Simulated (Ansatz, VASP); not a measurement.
# BAs: VASP beside Ansatz, part 2 of 2

Aim: how closely do two programs agree when they are given the same cell, functional and k mesh? The cell is taken from a series of runs on this material, whose earlier steps may have relaxed, scaled, displaced or heated it; both programs get it as it stands.

VASP 6.6.1 and Ansatz 0.2.0.

So far: The structure; VASP: zone-centre phonons, LDA.

**3. Ansatz: zone-centre phonons, LDA**

Level of this step: Ansatz beside VASP: Kohn-Sham DFT, plane waves, LDA (Ansatz).

Ansatz runs on its PAW soft_1 files.

The same cell, functional (in two slightly different forms) and mesh now go to Ansatz, which takes its cutoff from its data sets.

Input file input.yaml:

```yaml
crystal:
  lattice:
    - [0.0, 2.3894892533, 2.3535692491]
    - [2.3894892533, 0.0, 2.3535692491]
    - [2.3894892533, 2.3894892533, 0.0]
  atoms:
    - { symbol: B, position: [0.0, 0.0, 0.0] }
    - { symbol: As, position: [0.75, 0.75, 0.75] }
kpoints:
  mp_grid: { grid: [12, 12, 12] }
hamiltonian:
  xc: lda
  pseudopotentials: { kind: paw, azcp: { folder: soft_1 }, xc_functional: pbe }
scf:
  occupations: { method: fixed }
output:
  eigenvalues: true
phonons:
  method: dfpt
  dielectric: true
  rigid_motions: translations
```

Run with:

```sh
$ ansatz run input.yaml --threads 4 --pin off --max-ram 10240MiB --backend cpu --events-out ev --progress --plain --runs-dir out
```

Numbers of over 12 decimals in the logs are rounded to 6 here.

The program printed:

```text
Engine: ansatz 0.2.0, x86_64-unknown-linux-gnu
Pseudopotentials: kind: paw
Pseudopotential: B, paw, valence charge 3, recommended cutoff 420 eV (normal), soft_1/B.paw.azcp
Pseudopotential: As, paw, valence charge 15, recommended cutoff 420 eV (normal), soft_1/As.paw.azcp
Functional definition: SPW92
  exchange = slater_x
  correlation = pw_c
Crystal: 2 atoms, lattice volume = 26.876 Å³
Basis set: ecut = 420 eV, 531 PW (Γ), exchange–correlation on 48×48×48 points (8 copies of the dense FFT grid, shifted against one another)
Bands: 13, of which v1, the nominal top of the filled ones, is band 9 counted from 1 (8 counted from 0)
Symmetry: 8 space group operations
k-points: 868 of 1728 (irreducible under 1 space group operation, time reversal used)
Non-local potential: B, projectors of the file, l = 0: 2, l = 1: 2, l = 2: 1
Non-local potential: As, projectors of the file, l = 0: 2, l = 1: 2, l = 2: 3, l = 3: 1
PAW form: soft (Blöchl's): semilocal exchange-correlation on the pseudo side does not see the compensation charge
PAW frozen core: B, regenerated for the run's functional, and the local potential with it (the file was generated under x = pbe(κ = 0.804, μ = 0.219515), c = pbe(β = 0.066725))
PAW frozen core: As, regenerated for the run's functional, and the local potential with it (the file was generated under x = pbe(κ = 0.804, μ = 0.219515), c = pbe(β = 0.066725))
PAW one-centre angular grid: B, 110 points (default); XC on 64 Gauss nodes
PAW one-centre angular grid: As, 590 points (default); XC on 64 Gauss nodes
Initial density: superposition of atomic densities (chi_scale 0.1, normalization cell, long waves kept (reshape's long-wave potential 0.00 eV rms))
Initial wavefunctions: pseudopotential atomic-orbital guess
Functional: x = slater, c = lda
SCF iter   1: F=—  HF=-4924.206841 eV  |F-HF|=—  |Δ(HF+E_count)|=         —  Δρ=7.68e-2  dr2=2.04e0  ethr=3.10e-3  ⟨swp⟩=4.3  Hψ=57439  notcnv=0  defer=1117
preconditioner: auto → none  [insulator: Δε(μ)=1.571 eV  Ē_g=12.540 eV  n_scr=8 (ndim 8)  ℏωp=20.3 eV  f_vac=0.000  ε∞_Penn≈3.6]
SCF iter   2: F=—  HF=-4923.577097 eV  |F-HF|=—  |Δ(HF+E_count)|=   6.30e-1  Δρ=2.50e-2  dr2=1.48e-1  ethr=3.10e-3  ⟨swp⟩=2.3  Hψ=24259  notcnv=0  defer=1233
SCF iter   3: F=—  HF=-4923.534802 eV  |F-HF|=—  |Δ(HF+E_count)|=   4.23e-2  Δρ=1.01e-2  dr2=1.87e-2  ethr=8.25e-4  ⟨swp⟩=2.1  Hψ=16024  notcnv=0  defer=1650
SCF iter   4: F=—  HF=-4923.531316 eV  |F-HF|=—  |Δ(HF+E_count)|=   3.49e-3  Δρ=4.28e-3  dr2=3.84e-3  ethr=1.04e-4  ⟨swp⟩=2.5  Hψ=20305  notcnv=0  defer=1704
SCF iter   5: F=—  HF=-4923.530064 eV  |F-HF|=—  |Δ(HF+E_count)|=   1.25e-3  Δρ=1.04e-3  dr2=1.92e-4  ethr=2.13e-5  ⟨swp⟩=3.1  Hψ=20652  notcnv=0  defer=1733
SCF iter   6: F=—  HF=-4923.530030 eV  |F-HF|=—  |Δ(HF+E_count)|=   3.35e-5  Δρ=1.24e-4  dr2=2.26e-6  ethr=1.07e-6  ⟨swp⟩=2.9  Hψ=20810  notcnv=0  defer=1729
SCF iter   7: F=—  HF=-4923.530030 eV  |F-HF|=—  |Δ(HF+E_count)|=   1.31e-7  Δρ=7.05e-6  dr2=7.73e-9  ethr=1.25e-8  ⟨swp⟩=2.0  Hψ=14799  notcnv=0  defer=6
SCF iter   8: F=-4923.530030 eV  HF=-4923.530030 eV  |F-HF|=2.73e-11  |Δ(HF+E_count)|=   1.31e-9  Δρ=3.39e-7  dr2=1.31e-11  ethr=1.00e-12  ⟨swp⟩=6.9  Hψ=77919  notcnv=0
SCF 1 converged in 8 iterations: F = -4923.530030 eV  dr2 = 1.31e-11
  greatest PAW one-centre occupation: 0.999 electrons in one spin orbital (limit 2), on the As atom at site 1 (counted from 0), in its partial waves of l = 2
NSCF: frozen V_eff on 3 k-points
DFPT response loops at Γ: preconditioner auto → none (the input reference at scf.mixing.eps_inf says where Resta's filter doesn't serve); β = 0.50; Broyden in place of MSR1
── the response to a field inside a basis, on 12×12×12 k-points: an SCF that follows is theirs, and a resumed run solves both again ──
Bands: 10, of which v1, the nominal top of the filled ones, is band 9 counted from 1 (8 counted from 0)
k-points: 468 of 1728 (irreducible under 2 space group operations, time reversal used)
Initial density: handed on by an earlier stage of this run
Initial wavefunctions: pseudopotential atomic-orbital guess (no wavefunctions were taken with the density)
Eigensolver: Dense (468 Hₖ)
SCF iter   1: F=—  HF=-4923.529958 eV  |F-HF|=—  |Δ(HF+E_count)|=         —  Δρ=1.42e-4  dr2=1.30e-6  ethr=1.00e-1
preconditioner: auto → none  [insulator: Δε(μ)=1.084 eV  Ē_g=9.708 eV  n_scr=8 (ndim 8)  ℏωp=20.3 eV  f_vac=0.000  ε∞_Penn≈5.4]
SCF iter   2: F=—  HF=-4923.529958 eV  |F-HF|=—  |Δ(HF+E_count)|=   9.40e-9  Δρ=7.60e-5  dr2=4.29e-7  ethr=7.23e-9
SCF iter   3: F=-4923.529958 eV  HF=-4923.529958 eV  |F-HF|=4.78e-8  |Δ(HF+E_count)|=   1.51e-7  Δρ=1.53e-5  dr2=3.75e-8  ethr=2.38e-9
SCF 1 converged in 3 iterations: F = -4923.529958 eV  dr2 = 3.75e-8
DFPT response loops at Γ: mixed as the last ones told, above
SCF converged after 8 iterations
Free energy (F): -4923.530030 eV
Harris-Foulkes:  -4923.530030 eV  (|F-HF|=2.73e-11)
Internal energy: -4923.530030 eV  (E = F + TS)
E sigma→0 (E₀):  -4923.530030 eV
Fermi energy:    10.726541 eV
--- Per-component energies (eV) ---
  E_band       = -220.807129
  E_kinetic    = 147.914936
  E_local      = -1949.500712  (includes V_loc(G=0)·N_el)
  E_nonlocal   = -380.028741
  E_hartree    = 1098.315947
  E_xc         = -103.228739
  E_vxc        = -113.046642  (∫ρ·V_xc dr)
  E_paw        = -2005.309084  (= ΣΔE_a)
  E_vpaw       = -122.777737  (= ΣTr[D̂ρ^β])
  E_aug_tail   = 0.000000  (compensation charges beyond the density's cutoff)
  E_ewald      = -1733.814701
  E_core_change = 2.121063  (= ΣΔE_core)
  E_smearing   = -0.000000  (= −TS)
  E_closure    = 0.000000  (closes the sum)
  Σ components = -4923.530030   (vs F -4923.530030, Δ=0.00e0)
--- Band table (eV; the first three rows and the last of 868) ---
  k-point 0: bands = [... 5 lower, -4.8858, 10.5813, 10.5813, 10.7265, 13.8366, 13.9341, 13.9341, 15.4488]
  k-point 1: bands = [... 5 lower, -4.7707, 9.5866, 10.3569, 10.4626, 14.0301, 14.1899, 14.2218, 16.0576]
  k-point 2: bands = [... 5 lower, -4.4292, 7.6605, 9.8808, 9.9999, 13.9463, 14.7871, 14.8122, 17.3464]
  k-point 867: bands = [... 5 lower, -1.9897, 1.7864, 8.7017, 8.8805, 13.3713, 15.3465, 15.4902, 19.3806]
--- Phonons (Γ-DFPT): 4 representative perturbations + reference, on 868 of 1728 k-points (Σ response iterations 12) ---
  k mesh reduced under 1 symmetry operation, with k and −k counted as one. Each operation leaves every solved perturbation unchanged. A smaller set is not considered because the run solves the response to a homogeneous field
  ASR residual: 2.617e-4 → 0.000e0 eV/Å²; symmetrization residual: 4.169e-6 eV/Å²
  ASR residual per site (eV/Å²): 1.11e-4 2.62e-4
  Γ frequencies (cm⁻¹): 0.00 0.00 0.00 689.04 689.04 689.96
  ε∞ (high-frequency dielectric tensor):
        9.806786     0.000000     0.000000
        0.000000     9.806786     0.000000
        0.000000     0.000000     9.548186
  ε⁰ (static dielectric tensor: ions relaxed, cell fixed):
        9.904405     0.000000    -0.000000
        0.000000     9.904405     0.000000
       -0.000000     0.000000     9.654462
  ε⁰ − ε∞ (ionic part):
        0.097619    -0.000000    -0.000000
       -0.000000     0.097619    -0.000000
       -0.000000    -0.000000     0.106276
  softest optical mode at Γ: 689.04 cm⁻¹; the repairs (sum rule, projections) moved no ω² at Γ by more than (1.85 cm⁻¹)²
  Born effective charges Z* (e; rows j = field, columns β = displacement):
    site 0:
        -0.48903    0.00000    0.00000
         0.00000   -0.48903   -0.00000
         0.00000   -0.00000   -0.51093
    site 1:
         0.48903   -0.00000   -0.00000
        -0.00000    0.48903    0.00000
        -0.00000    0.00000    0.51093
  Z* charge neutrality: 3.375e-4 e pre-enforcement
  solved inside a basis spanned on kpoints, on 12×12×12 k-points, its susceptibility summed on 16×16×16: ε∞ is read to err by 2.7e-2, Z* by 1.6e-2 e (field_mesh: kpoints solves on kpoints); Z* is corrected for what the basis lacks
  optical modes at Γ without the LO–TO term, one row a degenerate level:
      ω (cm⁻¹)  modes    IR ((D/Å)²/amu)
        689.04      2             1.1681
        689.96      1             0.6375
  optical modes at Γ + LO–TO along q̂ = [1.0000, 0.0000, 0.0000]:
      ω (cm⁻¹)  modes    IR ((D/Å)²/amu)
        689.04      1             0.5840
        689.96      1             0.6375
        692.47      1             0.5840
  optical modes at Γ + LO–TO along q̂ = [0.0000, 1.0000, 0.0000]:
      ω (cm⁻¹)  modes    IR ((D/Å)²/amu)
        689.04      1             0.5840
        689.96      1             0.6375
        692.47      1             0.5840
  optical modes at Γ + LO–TO along q̂ = [0.0000, 0.0000, 1.0000]:
      ω (cm⁻¹)  modes    IR ((D/Å)²/amu)
        689.04      2             1.1681
        693.79      1             0.6375
```

**4. Comparison**

Known differences besides the potentials themselves: the two LDA forms differ slightly; fixed occupations in Ansatz, narrow Gaussian smearing in VASP; VASP's response is taken on the typed mesh, Ansatz refines its own for the field response alone; the data sets hold 18 valence electrons in Ansatz (on its PAW soft_1 files) and 8 in VASP; the cutoff is 420 eV in Ansatz and 500 eV in VASP; VASP's log shows a relativistic correction to its local exchange, Ansatz's none. Total energies have different zeros and are not compared.

Both answers:

| quantity | Ansatz | VASP | difference |
| --- | --- | --- | --- |
| ε∞ xx | 9.81 | 9.80 | +0.09 % |
| ε∞ yy | 9.81 | 9.80 | +0.09 % |
| ε∞ zz | 9.55 | 9.54 | +0.07 % |
| Born charge of B1 (mean of the diagonal) (e) | -0.50 | -0.54 | +0.04 |
| Born charge of As2 (mean of the diagonal) (e) | 0.50 | 0.54 | -0.04 |
| optical mode 1 to 2 (cm⁻¹) | 689.0 | 694.1 | -0.73 % |
| optical mode 3 (cm⁻¹) | 690.0 | 694.8 | -0.69 % |

Modes are paired by rising frequency, not by their patterns, so a pair may set unlike modes beside each other; they are those without the splitting of longitudinal modes.

**5. Results**

```
r.m.s. difference of the optical zone-centre modes, each program's sorted by frequency (zone-centre phonons, LDA) : 5.0 cm⁻¹
difference in optical mode 1 to 2 (zone-centre phonons, LDA)                                                      : -0.7 %
```

In words: The r.m.s. difference of the optical zone-centre modes, each program's sorted by frequency is 5.0 cm⁻¹ (zone-centre phonons, LDA). The data sets hold unlike numbers of valence electrons (18 in Ansatz and 8 in VASP), so part of the differences comes from the potentials. Among the rows given in per cent, the largest difference of the zone-centre phonons, LDA pair is in optical mode 1 to 2, -0.7 %. Such differences can come from data sets, numerical settings and the points named under the comparisons, not from the functional's error against experiment.

[Lines on the potential files, build, host, timing and source positions are cut from VASP's logs without a mark.]

[Logs are printed without paths, hosts, clocks, repeated set-up lines and the standing remarks that a program may print on its own settings, such as how far it seeks lower states.]

[Hosts, paths, dates, database ids (printed as entryN), source tags and the programs' standing remarks are cut or masked in the printed files.]
